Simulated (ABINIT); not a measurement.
# GaAs (F-43m) in ABINIT: equation of state with r2SCAN

Aim: the equation of state of GaAs with r2SCAN.

All numbers are computed with ABINIT 10.8.3 (patched build); they aren't measurements. Logs are shortened: lines on timing, memory, paths and dates and some standing lists are left out, and cuts for length are marked. The log counts tension as positive stress, the text compression.

## 1. The structure

It takes space group F-43m (No. 216, cubic). The conventional cell has a = 5.654 Å, b = 5.654 Å, c = 5.654 Å, α = 90.00°, β = 90.00°, γ = 90.00°. Around As (site symmetry -43m) lie 4 Ga at 2.45 Å. Ga (site symmetry -43m) has 4 As at 2.45 Å as nearest neighbours.

## 2. Equation of state, r2SCAN

Contents of run.abi:

```
ndtset 7
getwfk -1
scalecart1 3*0.9795861087
scalecart2 3*0.9864848297
scalecart3 3*0.9932883884
scalecart4 3*1.0000000000
scalecart5 3*1.0066227096
scalecart6 3*1.0131594038
scalecart7 3*1.0196128224

pp_dirpath "./"
pseudos "As.GGA_PBE-JTH.xml, Ga.GGA_PBE-JTH.xml"

acell 7.55468967 7.55468967 7.55468967
rprim
     0.0000000000     0.7071067812     0.7071067812
     0.7071067812     0.0000000000     0.7071067812
     0.7071067812     0.7071067812     0.0000000000
ntypat 2
znucl 33 31
natom 2
typat 1 2
xred
     0.7500000000     0.7500000000     0.7500000000
     0.0000000000     0.0000000000     0.0000000000

ecut 544.227725 eV
pawecutdg 40.0

kptopt 1
ngkpt 8 8 8
nshiftk 1
shiftk 0.0 0.0 0.0

ixc -497498
usekden 1
pawxcdev 0

nband 18
occopt 3
tsmear 0.05 eV

nstep 100
tolvrs 1.0e-7

iomode 3
prtwf 1
prtden 0
prteig 0
prtebands 0
```

Potentials or basis: JTH PAW PBE v2.0.

Launch:

```console
> abinit run.abi > log 2>&1
```

run.abo:

```text
.Version 10.8.3 of ABINIT
 DATASET    1 : space group F-4 3 m (#216); Bravais cF (face-center cubic)
================================================================================
 Values of the parameters that define the memory need for DATASET  1.
     intxc =       0    ionmov =       0      iscf =      17    lmnmax =      18
     lnmax =       6     mgfft =      30  mpssoang =       3    mqgrid =    3001
     natom =       2  nloc_mem =       2    nspden =       1   nspinor =       1
    nsppol =       1      nsym =      24    n1xccc =       1    ntypat =       2
    occopt =       3   xclevel =       2
       mpw =        1243          nfft =       27000          nkpt =          29
 PAW method is used; the additional fine FFT grid is defined by:
   mgfftf=        45    nfftf =     91125
================================================================================
================================================================================
[... 71 lines left out ...]
 DATASET    7 : space group F-4 3 m (#216); Bravais cF (face-center cubic)
================================================================================
 Values of the parameters that define the memory need for DATASET  7.
     intxc =       0    ionmov =       0      iscf =      17    lmnmax =      18
     lnmax =       6     mgfft =      32  mpssoang =       3    mqgrid =    3001
     natom =       2  nloc_mem =       2    nspden =       1   nspinor =       1
    nsppol =       1      nsym =      24    n1xccc =       1    ntypat =       2
    occopt =       3   xclevel =       2
       mpw =        1395          nfft =       32768          nkpt =          29
 PAW method is used; the additional fine FFT grid is defined by:
   mgfftf=        45    nfftf =     91125
================================================================================
================================================================================

--------------------------------------------------------------------------------
------------- Echo of variables that govern the present computation ------------
--------------------------------------------------------------------------------
 -outvars: echo values of preprocessed input variables --------
            acell      7.5546896700E+00  7.5546896700E+00  7.5546896700E+00 Bohr
              amu      7.49215900E+01  6.97230000E+01
             ecut      2.00000000E+01 Hartree
           getwfk          -1
              ixc     -497498
           jdtset        1    2    3    4    5    6    7
         kptrlatt        8    0    0      0    8    0      0    0    8
          kptrlen1     5.92037525E+01
          kptrlen2     5.96206940E+01
          kptrlen3     6.00318842E+01
          kptrlen4     6.04375174E+01
          kptrlen5     6.08377775E+01
          kptrlen6     6.12328391E+01
          kptrlen7     6.16228677E+01
            natom           2
            nband          18
           ndtset           7
            ngfft1         30      30      30
            ngfft2         30      30      30
            ngfft3         32      32      32
            ngfft4         32      32      32
            ngfft5         32      32      32
            ngfft6         32      32      32
            ngfft7         32      32      32
          ngfftdg          45      45      45
             nkpt          29
            nstep         100
             nsym          24
           ntypat           2
           occopt           3
        pawecutdg      4.00000000E+01 Hartree
         pawxcdev           0
           prtden           0
        prtebands           0
           prteig           0
          prtkden           1
            rprim1     0.0000000000E+00  6.9267198023E-01  6.9267198023E-01
                       6.9267198023E-01  0.0000000000E+00  6.9267198023E-01
                       6.9267198023E-01  6.9267198023E-01  0.0000000000E+00
            rprim2     0.0000000000E+00  6.9755011263E-01  6.9755011263E-01
                       6.9755011263E-01  0.0000000000E+00  6.9755011263E-01
                       6.9755011263E-01  6.9755011263E-01  0.0000000000E+00
            rprim3     0.0000000000E+00  7.0236095512E-01  7.0236095512E-01
                       7.0236095512E-01  0.0000000000E+00  7.0236095512E-01
                       7.0236095512E-01  7.0236095512E-01  0.0000000000E+00
            rprim4     0.0000000000E+00  7.0710678120E-01  7.0710678120E-01
                       7.0710678120E-01  0.0000000000E+00  7.0710678120E-01
                       7.0710678120E-01  7.0710678120E-01  0.0000000000E+00
            rprim5     0.0000000000E+00  7.1178974407E-01  7.1178974407E-01
                       7.1178974407E-01  0.0000000000E+00  7.1178974407E-01
                       7.1178974407E-01  7.1178974407E-01  0.0000000000E+00
            rprim6     0.0000000000E+00  7.1641188486E-01  7.1641188486E-01
                       7.1641188486E-01  0.0000000000E+00  7.1641188486E-01
                       7.1641188486E-01  7.1641188486E-01  0.0000000000E+00
            rprim7     0.0000000000E+00  7.2097514092E-01  7.2097514092E-01
                       7.2097514092E-01  0.0000000000E+00  7.2097514092E-01
                       7.2097514092E-01  7.2097514092E-01  0.0000000000E+00
          spgroup         216
           tolvrs      1.00000000E-07
           tsmear      1.83746611E-03 Hartree
            typat      1  2
          usekden           1
           useylm           1
           xangst1     4.1537144843E+00  4.1537144843E+00  4.1537144843E+00
                       0.0000000000E+00  0.0000000000E+00  0.0000000000E+00
           xangst2     4.1829669585E+00  4.1829669585E+00  4.1829669585E+00
                       0.0000000000E+00  0.0000000000E+00  0.0000000000E+00
           xangst3     4.2118159184E+00  4.2118159184E+00  4.2118159184E+00
                       0.0000000000E+00  0.0000000000E+00  0.0000000000E+00
           xangst4     4.2402749972E+00  4.2402749972E+00  4.2402749972E+00
                       0.0000000000E+00  0.0000000000E+00  0.0000000000E+00
           xangst5     4.2683571071E+00  4.2683571071E+00  4.2683571071E+00
                       0.0000000000E+00  0.0000000000E+00  0.0000000000E+00
           xangst6     4.2960744881E+00  4.2960744881E+00  4.2960744881E+00
                       0.0000000000E+00  0.0000000000E+00  0.0000000000E+00
           xangst7     4.3234387577E+00  4.3234387577E+00  4.3234387577E+00
                       0.0000000000E+00  0.0000000000E+00  0.0000000000E+00
            xcart1     7.8493827806E+00  7.8493827806E+00  7.8493827806E+00
                       0.0000000000E+00  0.0000000000E+00  0.0000000000E+00
            xcart2     7.9046619453E+00  7.9046619453E+00  7.9046619453E+00
                       0.0000000000E+00  0.0000000000E+00  0.0000000000E+00
            xcart3     7.9591785784E+00  7.9591785784E+00  7.9591785784E+00
                       0.0000000000E+00  0.0000000000E+00  0.0000000000E+00
            xcart4     8.0129584433E+00  8.0129584433E+00  8.0129584433E+00
                       0.0000000000E+00  0.0000000000E+00  0.0000000000E+00
            xcart5     8.0660259401E+00  8.0660259401E+00  8.0660259401E+00
                       0.0000000000E+00  0.0000000000E+00  0.0000000000E+00
            xcart6     8.1184041991E+00  8.1184041991E+00  8.1184041991E+00
                       0.0000000000E+00  0.0000000000E+00  0.0000000000E+00
            xcart7     8.1701151741E+00  8.1701151741E+00  8.1701151741E+00
                       0.0000000000E+00  0.0000000000E+00  0.0000000000E+00
             xred      7.5000000000E-01  7.5000000000E-01  7.5000000000E-01
                       0.0000000000E+00  0.0000000000E+00  0.0000000000E+00
            znucl       33.00000   31.00000

================================================================================

 chkinp: Checking input parameters for consistency, jdtset=   1.

 chkinp: Checking input parameters for consistency, jdtset=   2.

 chkinp: Checking input parameters for consistency, jdtset=   3.

 chkinp: Checking input parameters for consistency, jdtset=   4.
[... 27 lines left out ...]
 getcut: wavevector=  0.0000  0.0000  0.0000  ngfft=  30  30  30
         ecut(hartree)=     20.000   => boxcut(ratio)=   2.01588

 Fine grid specifications (used for densities):

 getcut: wavevector=  0.0000  0.0000  0.0000  ngfft=  45  45  45
         ecut(hartree)=     40.000   => boxcut(ratio)=   2.08833

--- Pseudopotential description ------------------------------------------------
- pspini: atom type   1  psp file is ./As.GGA_PBE-JTH.xml
 Pseudopotential format is: paw10
 basis_size (lnmax)=  6 (lmn_size= 18), orbitals=   0   0   1   1   2   2
 Spheres core radius: rc_sph= 2.10391912
 Shapefunction is BESSEL type: shapef(r,l)=aa(1,l)*jl(q(1,l)*r)+aa(2,l)*jl(q(2,l)*r)
 Radius for shape functions =  1.70360438
 Compensation charge density is not taken into account in XC energy/potential

- pspini: atom type   2  psp file is ./Ga.GGA_PBE-JTH.xml
 Pseudopotential format is: paw10
 basis_size (lnmax)=  6 (lmn_size= 18), orbitals=   0   0   1   1   2   2
 Spheres core radius: rc_sph= 2.10359248
 Shapefunction is BESSEL type: shapef(r,l)=aa(1,l)*jl(q(1,l)*r)+aa(2,l)*jl(q(2,l)*r)
 Radius for shape functions =  1.80829011
 Compensation charge density is not taken into account in XC energy/potential

   1.31748582E+03                                ecore*ucvol(ha*bohr**3)
--------------------------------------------------------------------------------

================================================================================

--- !BeginCycle
iteration_state: {dtset: 1, }
solver: {iscf: 17, nstep: 100, nline: 4, wfoptalg: 10, }
tolerances: {tolvrs: 1.00E-07, }
...

     iter   Etot(hartree)      deltaE(h)  residm     nres2
 ETOT  1  -177.55283848767    -1.776E+02 2.205E+01 1.837E+00
 ETOT  2  -178.60177205450    -1.049E+00 2.322E-02 1.779E+00
 ETOT  3  -178.59995114065     1.821E-03 1.135E-02 5.755E-01
 ETOT  4  -178.59866214351     1.289E-03 9.108E-04 1.945E-02
 ETOT  5  -178.59870739395    -4.525E-05 3.788E-04 5.875E-03
 ETOT  6  -178.59870717433     2.196E-07 3.100E-05 3.676E-04
 ETOT  7  -178.59870944528    -2.271E-06 1.202E-05 8.699E-05
 ETOT  8  -178.59870932148     1.238E-07 8.959E-07 7.626E-06
 ETOT  9  -178.59870931372     7.760E-09 4.287E-07 4.053E-07
 ETOT 10  -178.59870931634    -2.625E-09 4.073E-08 1.331E-08
[... 1257 lines left out ...]
 Cartesian components of stress tensor (hartree/bohr^3)
  sigma(1 1)=  1.13134347E-04  sigma(3 2)=  0.00000000E+00
  sigma(2 2)=  1.13134347E-04  sigma(3 1)=  0.00000000E+00
  sigma(3 3)=  1.13134347E-04  sigma(2 1)=  0.00000000E+00

-Cartesian components of stress tensor (GPa)         [Pressure= -3.3285E+00 GPa]
- sigma(1 1)=  3.32852741E+00  sigma(3 2)=  0.00000000E+00
- sigma(2 2)=  3.32852741E+00  sigma(3 1)=  0.00000000E+00
- sigma(3 3)=  3.32852741E+00  sigma(2 1)=  0.00000000E+00

== END DATASET(S) ==============================================================
================================================================================

 -outvars: echo values of variables after computation  --------
            acell      7.5546896700E+00  7.5546896700E+00  7.5546896700E+00 Bohr
           etotal1    -1.7859870932E+02
           etotal2    -1.7859969149E+02
           etotal3    -1.7860029074E+02
           etotal4    -1.7860054690E+02
           etotal5    -1.7860049521E+02
           etotal6    -1.7860016802E+02
           etotal7    -1.7859959437E+02
            fcart1    -0.0000000000E+00 -0.0000000000E+00 -0.0000000000E+00
                      -0.0000000000E+00 -0.0000000000E+00 -0.0000000000E+00
            fcart2    -0.0000000000E+00 -0.0000000000E+00 -0.0000000000E+00
                      -0.0000000000E+00 -0.0000000000E+00 -0.0000000000E+00
            fcart3     5.0746038613E-29 -1.5223811584E-28  5.0746038613E-29
                      -5.0746038613E-29  1.5223811584E-28 -5.0746038613E-29
            fcart4     1.0081090182E-28  1.0081090182E-28 -3.0243270547E-28
                      -1.0081090182E-28 -1.0081090182E-28  3.0243270547E-28
            fcart5     2.0029530600E-28  2.5036913250E-29 -2.0029530600E-28
                      -2.0029530600E-28 -2.5036913250E-29  2.0029530600E-28
            fcart6    -6.9043049839E-46  2.4875380282E-29  6.9043049839E-46
                       6.9043049839E-46 -2.4875380282E-29 -6.9043049839E-46
            fcart7    -4.9435873897E-29 -4.9627681636E-46  4.9435873897E-29
                       4.9435873897E-29  4.9627681636E-46 -4.9435873897E-29
            rprim1     0.0000000000E+00  6.9267198023E-01  6.9267198023E-01
[... 30 lines left out ...]
           strten6     7.5156824562E-05  7.5156824562E-05  7.5156824562E-05
                       0.0000000000E+00  0.0000000000E+00  0.0000000000E+00
           strten7     1.1313434699E-04  1.1313434699E-04  1.1313434699E-04
                       0.0000000000E+00  0.0000000000E+00  0.0000000000E+00
           xangst1     4.1537144843E+00  4.1537144843E+00  4.1537144843E+00
                       0.0000000000E+00  0.0000000000E+00  0.0000000000E+00
           xangst2     4.1829669585E+00  4.1829669585E+00  4.1829669585E+00
                       0.0000000000E+00  0.0000000000E+00  0.0000000000E+00
           xangst3     4.2118159184E+00  4.2118159184E+00  4.2118159184E+00
                       0.0000000000E+00  0.0000000000E+00  0.0000000000E+00
           xangst4     4.2402749972E+00  4.2402749972E+00  4.2402749972E+00
                       0.0000000000E+00  0.0000000000E+00  0.0000000000E+00
           xangst5     4.2683571071E+00  4.2683571071E+00  4.2683571071E+00
                       0.0000000000E+00  0.0000000000E+00  0.0000000000E+00
           xangst6     4.2960744881E+00  4.2960744881E+00  4.2960744881E+00
                       0.0000000000E+00  0.0000000000E+00  0.0000000000E+00
           xangst7     4.3234387577E+00  4.3234387577E+00  4.3234387577E+00
                       0.0000000000E+00  0.0000000000E+00  0.0000000000E+00
             xred      7.5000000000E-01  7.5000000000E-01  7.5000000000E-01
                       0.0000000000E+00  0.0000000000E+00  0.0000000000E+00
 Calculation completed.
```

Wall time 5.3 min (1 thread of Arm Neoverse V2, shared host); peak memory 0.18 GiB.

What came out:

```
Equilibrium volume                      : 22.73 Å³/atom
Bulk modulus                            : 72 GPa
Pressure derivative of the bulk modulus : 4.5
```

Energy against volume, from the lowest point:
| volume (Å³/atom) | energy (meV/atom) |
| --- | --- |
| 21.234 | 25.00 |
| 21.686 | 11.64 |
| 22.138 | 3.49 |
| 22.590 | 0.00 |
| 23.041 | 0.70 |
| 23.493 | 5.15 |
| 23.945 | 12.96 |

Caveat: pressures at fixed basis lie under the slope of the energies; the PAW data sets were made with another functional, which shifts forces and pressure a little. Zero-point motion and thermal expansion aren't in these numbers.
